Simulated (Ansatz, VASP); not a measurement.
# One calculation of Ir, two programs

File INCAR:

```
  PREC = Accurate
  ENCUT = 520
  EDIFF = 1E-7
  ISMEAR = -1
  SIGMA = 0.05
  LREAL = F
  LASPH = T
  NELM = 100
  ALGO = Normal
  ISIF = 2
  LWAVE = F
  LCHARG = F
  GGA = PE
  NBANDS = 16
```

The input KPOINTS:

```
regular mesh
0
Gamma
  11 11 6
```

Contents of POSCAR:

```
Ir
1.0
    2.7875843874      0.0000000000      0.0000000000
   -1.3937921937      2.4141188946      0.0000000000
    0.0000000000      0.0000000000      4.5210110761
Ir
2
Direct
    0.3333333333      0.6666666667      0.2500000000
    0.6666666667      0.3333333333      0.7500000000
```

File input.yaml:

```yaml
crystal:
  lattice:
    - [2.7875843874, 0.0, 0.0]
    - [-1.3937921937, 2.4141188946, 0.0]
    - [0.0, 0.0, 4.5210110761]
  atoms:
    - { symbol: Ir, position: [0.3333333333, 0.6666666667, 0.25] }
    - { symbol: Ir, position: [0.6666666667, 0.3333333333, 0.75] }
hamiltonian:
  xc: pbe
  pseudopotentials: { kind: paw }
kpoints:
  mp_grid: { grid: [11, 11, 6] }
scf:
  occupations: { method: fermi_dirac, width: 0.05 }
output:
  forces: true
  stress: true
  eigenvalues: true
```

Change from the starting cell: volume scaled by 1.04.

Alike in both runs: task single point; functional PBE; k mesh 11 × 11 × 6; occupations fermi-dirac, width 0.05 eV; no spin polarisation.

|  | VASP | Ansatz |
| --- | --- | --- |
| version | VASP 6.6.1 | Ansatz 0.2.0 |
| potentials or method | VASP PAW PBE potentials, release 64 (Ir) | Ansatz PAW |
| plane-wave cutoff (eV) | 520 | 420 |
| valence electrons in the cell | 18 | 34 |

VASP gave:

```
gap on the k mesh at the Fermi level (eV)       : none
pressure (GPa)                                  : -12.9
largest component of the traceless stress (GPa) : 0.42
```

**Question.** Which values does Ansatz return?

**Answer.** gap on the k mesh at the Fermi level (eV): none; pressure (GPa): -13.3; largest component of the traceless stress (GPa): 0.46.

A gap of «none» marks a metal or a gap that the smearing closes. With one functional, cell and mesh, what is left measures potentials, basis and numerics. The two sets of potentials don't hold the same shells in valence.

Spin-orbit coupling is left out, which matters for the levels of Ir.
